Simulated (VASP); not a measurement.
# ScAl3 (Pm-3m) in VASP: a series of runs, part 3 of 3

VASP 6.6.1. The steps go on from the part before.

## (6) Single point, PBE

Contents of INCAR:

```
PREC     = Accurate       # precision mode
ENCUT    = 520            # plane-wave cutoff, eV
EDIFF    = 1E-7           # SCF threshold, eV
ISMEAR   = 0              # smearing method
SIGMA    = 0.026000000000000002 # smearing width, eV
LREAL    = F              # projectors in reciprocal space
LASPH    = T              # aspherical terms in the spheres
NELM     = 60             # most SCF steps
ALGO     = Normal         # electronic algorithm
ISIF     = 2              # what is computed and relaxed
LWAVE    = F              # write WAVECAR
LCHARG   = F              # write CHGCAR
GGA      = PE             # functional
```

Contents of KPOINTS:

```
Automatic mesh
0
Gamma
  7 7 7
```

Contents of POSCAR:

```
ScAl3
1.0
    4.0878065700      0.0000000000      0.0000000000
    0.0000000000      4.0878065700      0.0000000000
    0.0000000000      0.0000000000      4.0878065700
Sc Al
1 3
Direct
    0.0000000000      0.0000000000      0.0000000000
    0.5000000000      0.5000000000      0.0000000000
    0.0000000000      0.5000000000      0.5000000000
    0.5000000000      0.0000000000      0.5000000000
```

Potentials or basis: VASP PAW PBE potentials, release 64 (Sc_sv, Al).

Run with:

```console
$ cat potpaw_PBE.64/Sc_sv/POTCAR potpaw_PBE.64/Al/POTCAR > POTCAR
$ mpirun -np 1 vasp_std > vasp.out
```

OUTCAR:

```text
PREC = Accurate
   ENCUT = 520
   EDIFF = 1E-7
   ISMEAR = 0
   LREAL = F
   LASPH = T
   NELM = 60
   ISIF = 2
   GGA = PE

 ion  position               nearest neighbor table
   1  0.000  0.000  0.000-   2 2.89   3 2.89   4 2.89   3 2.89   4 2.89   2 2.89   3 2.89   3 2.89
                             2 2.89   4 2.89   4 2.89   2 2.89
   2  0.500  0.500  0.000-   1 2.89   3 2.89   4 2.89   3 2.89   4 2.89   1 2.89   4 2.89   4 2.89
                             1 2.89   3 2.89   3 2.89   1 2.89
   3  0.000  0.500  0.500-   1 2.89   2 2.89   4 2.89   1 2.89   2 2.89   1 2.89   4 2.89   1 2.89
                             2 2.89   4 2.89   2 2.89   4 2.89
   4  0.500  0.000  0.500-   1 2.89   2 2.89   3 2.89   1 2.89   2 2.89   2 2.89   3 2.89   2 2.89
                             1 2.89   3 2.89   1 2.89   3 2.89

  LATTYP: Found a simple cubic cell.
 ALAT       =     4.0878065700

  Lattice vectors:

 A1 = (   4.0878065700,   0.0000000000,   0.0000000000)
 A2 = (   0.0000000000,   4.0878065700,   0.0000000000)
 A3 = (   0.0000000000,   0.0000000000,   4.0878065700)

Analysis of symmetry for initial positions (statically):
=====================================================================
 Subroutine PRICEL returns:
 Original cell was already a primitive cell.

 Routine SETGRP: Setting up the symmetry group for a
 simple cubic supercell.

 Subroutine GETGRP returns: Found 48 space group operations
 (whereof 48 operations were pure point group operations)
 out of a pool of 48 trial point group operations.

The static configuration has the point symmetry O_h .

Analysis of symmetry for dynamics (positions and initial velocities):
=====================================================================
 Subroutine PRICEL returns:
 Original cell was already a primitive cell.

 Routine SETGRP: Setting up the symmetry group for a
 simple cubic supercell.

 Subroutine GETGRP returns: Found 48 space group operations
 (whereof 48 operations were pure point group operations)
 out of a pool of 48 trial point group operations.

The dynamic configuration has the point symmetry O_h .

 Subroutine INISYM returns: Found 48 space group operations
 (whereof 48 operations are pure point group operations),
 and found     1 'primitive' translations

----------------------------------------------------------------------------------------

                                     Primitive cell

  volume of cell :      68.3079

  direct lattice vectors                    reciprocal lattice vectors
     4.087806570  0.000000000  0.000000000     0.244629970  0.000000000  0.000000000
     0.000000000  4.087806570  0.000000000     0.000000000  0.244629970  0.000000000
     0.000000000  0.000000000  4.087806570     0.000000000  0.000000000  0.244629970

  length of vectors
     4.087806570  4.087806570  4.087806570     0.244629970  0.244629970  0.244629970

  position of ions in fractional coordinates (direct lattice)
     0.000000000  0.000000000  0.000000000
     0.500000000  0.500000000  0.000000000
     0.000000000  0.500000000  0.500000000
     0.500000000  0.000000000  0.500000000

  ion indices of the primitive-cell ions
   primitive index   ion index
                 1           1
                 2           2
                 3           3
                 4           4

----------------------------------------------------------------------------------------

 KPOINTS: Automatic mesh

Automatic generation of k-mesh.
 Grid dimensions read from file:
 generate k-points for:    7    7    7

[... 49 lines left out ...]
   PREC   = accura    normal or accurate (medium, high low for compatibility)
   ISTART =      0    job   : 0-new  1-cont  2-samecut
   ICHARG =      2    charge: 1-file 2-atom 10-const
   ISPIN  =      1    spin polarized calculation?
   LNONCOLLINEAR =      F non collinear calculations
   LSORBIT =      F    spin-orbit coupling
   LASPH  =      T    aspherical Exc in radial PAW
   ENCUT  =  520.0 eV  38.22 Ry    6.18 a.u.   7.60  7.60  7.60*2*pi/ulx,y,z
   NELM   =     60;   NELMIN=  2; NELMDL= -5     # of ELM steps
   EDIFF  = 0.1E-06   stopping-criterion for ELM
   LREAL  =      F    real-space projection
   EDIFFG = 0.1E-05   stopping-criterion for IOM
   NSW    =      0    number of steps for IOM
   IBRION =     -1    ionic relax: 0-MD 1-quasi-New 2-CG
   NFREE  =      0    steps in history (QN), initial steepest desc. (CG)
   ISIF   =      2    stress and relaxation
   ISYM   =      2    0-nonsym 1-usesym 2-fastsym
   POTIM  = 0.5000    time-step for ionic-motion
   TEBEG  =    0.0;   TEEND  =   0.0 temperature during run
   PSTRESS=    0.0 pullay stress
   NELECT =      20.0000    total number of electrons
   NUPDOWN=      -1.0000    fix difference up-down
   EMIN   =  10.00;   EMAX   =-10.00  energy-range for DOS
   EFERMI =   0.00;   METHOD = LEGACY
   ISMEAR =     0;   SIGMA  =   0.03  broadening in eV -4-tet -1-fermi 0-gaus
   EFERMI_NEDOS =   21; number of points for ismear=-14 and -15
   IALGO  =     38    algorithm
   IMIX   =      4    mixing-type and parameters
     AMIX     =   0.40;   BMIX     =  1.00
     AMIX_MAG =   1.60;   BMIX_MAG =  1.00
  volume/ion in A,a.u.               =      17.08       115.24
  Fermi-wavevector in a.u.,A,eV,Ry     =   1.087079  2.054282 16.078563  1.181741
  Thomas-Fermi vector in A             =   2.223230
   LORBIT       =      0    0 simple, 1 ext, 2 COOP (PROOUT), +10 PAW based schemes
   GGA     = PE    functional components
   LHFCALC =     F    Hartree Fock is set to
   AEXX    =    0.0000 exact exchange contribution
   IVDW    =     0    specifies the selected vdW correction
   LEPSILON=     F    determine dielectric tensor
   LRPA    =     F    only Hartree local field effects (RPA)
 non-spin polarized calculation
 Gauss-broadening in eV      SIGMA  =   0.03
  energy-cutoff  :      520.00
  volume of cell :       68.31
 maximum number of plane-waves:      1850
   NGX = 15   NGY = 15   NGZ = 15

 number of electron      19.9999996 magnetization

 Free energy of the ion-electron system (eV)
  ---------------------------------------------------
  ext. energy  EPLUGINS =         0.00000000
  ---------------------------------------------------
  free energy    TOTEN  =       -19.29455594 eV

  energy without entropy =      -19.29330414  energy(sigma->0) =      -19.29393004

 E-fermi :   7.1225     XC(G=0): -10.4165

 val. band max:        7.1103612038   @ k =   0.4286   0.4286   0.1429
 cond. band min:       7.1996953355   @ k =   0.2857   0.0000   0.0000
 fundamental gap:      0.0893341317
 Fermi energy:         7.1225235498

 k-point     1 :       0.0000    0.0000    0.0000
  band No.  band energies     occupation
      1     -41.7099      2.00000
      2     -20.4130      2.00000
      3     -20.4130      2.00000
      4     -20.4130      2.00000
      5      -2.7559      2.00000
      6       4.6503      2.00000
      7       4.6503      2.00000
      8       5.4600      2.00000
      9       5.4600      2.00000
     10       5.4600      2.00000
     11       8.5419      0.00000
     12       8.5735      0.00000
     13       8.5735      0.00000
     14       8.5735      0.00000
[... 309 lines left out ...]
      1     -41.7064      2.00000
      2     -20.4357      2.00000
      3     -20.4354      2.00000
      4     -20.4354      2.00000
      5       1.5024      2.00000
      6       2.4864      2.00000
      7       2.4864      2.00000
      8       3.4182      2.00000
      9       4.4812      2.00000
     10       4.4812      2.00000
     11       4.6017      2.00000
     12       8.6669      0.00000
     13       9.8934      0.00000
     14       9.8934      0.00000

------------------------ aborting loop because EDIFF is reached ----------------------------------------

  FORCE on cell =-STRESS in cart. coord.  units (eV):
  Direction    XX          YY          ZZ          XY          YZ          ZX
  --------------------------------------------------------------------------------------
  -------------------------------------------------------------------------------------
  Total        0.4876458      0.4876458      0.4876458      0.0000000      0.0000000      0.0000000
  in kB       11.4378404     11.4378404     11.4378404      0.0000000      0.0000000      0.0000000
  external PRESSURE =      11.4378404 kB  Pullay stress =       0.0000000 kB

 VOLUME and BASIS-vectors are now :
 -----------------------------------------------------------------------------
  energy-cutoff  :      520.00
  volume of cell :       68.31
      direct lattice vectors                 reciprocal lattice vectors
     4.087806570  0.000000000  0.000000000     0.244629970  0.000000000  0.000000000
     0.000000000  4.087806570  0.000000000     0.000000000  0.244629970  0.000000000
     0.000000000  0.000000000  4.087806570     0.000000000  0.000000000  0.244629970

 POSITION                                       TOTAL-FORCE (eV/Angst)
 -----------------------------------------------------------------------------------
      0.00000      0.00000      0.00000         0.000000      0.000000      0.000000
      2.04390      2.04390      0.00000         0.000000      0.000000      0.000000
      0.00000      2.04390      2.04390         0.000000      0.000000      0.000000
      2.04390      0.00000      2.04390         0.000000      0.000000      0.000000
 -----------------------------------------------------------------------------------
    total drift:                                0.000000     -0.000000      0.000000

  FREE ENERGIE OF THE ION-ELECTRON SYSTEM (eV)
  ---------------------------------------------------
  free  energy   TOTEN  =       -19.2945559392 eV

  energy  without entropy=      -19.2933041435  energy(sigma->0) =      -19.29393004
```

Run time: 26 s. Hardware: 1 thread of Intel Xeon Platinum 8375C at 2.90GHz (Ice Lake), shared host; peak memory 0.17 GiB.

Results:

```yaml
Free_energy: -19.2946 eV
Pressure: 1.1 GPa
Band_gap_on_the_k_mesh: none (metal or under the smearing width)
```

## (7) Summary

| task | level | cell | cutoff (eV) | smearing | gap on the mesh (eV) | pressure (GPa) | relaxed volume (Å³/atom) |
| --- | --- | --- | --- | --- | --- | --- | --- |
| relaxation of cell and atoms | rev-vdW-DF2 | relaxed | 600 | fermi-dirac 0.05 eV | none | -0.1 | 17.12 |
| relaxation of cell and atoms | optB86b-vdW | relaxed | 600 | fermi-dirac 0.05 eV | none | 0.0 | 17.11 |
| relaxation of cell and atoms | BEEF-vdW | relaxed | 600 | fermi-dirac 0.05 eV | none | 0.0 | 17.16 |
| single point | PBE | as given | 520 | gaussian 0.012 eV | none | 1.2 | - |
| single point | PBE | as given | 520 | gaussian 0.026 eV | none | 1.1 | - |

Alike in all rows: potentials or basis VASP PAW PBE potentials, release 64 (Sc_sv, Al); no spin polarisation; k mesh 7 × 7 × 7.

Caveats: the PAW data sets were made with another functional, which shifts forces and pressure a little (some runs).

Total energies depend on the potentials used, so only differences within one code and one set of settings carry meaning.
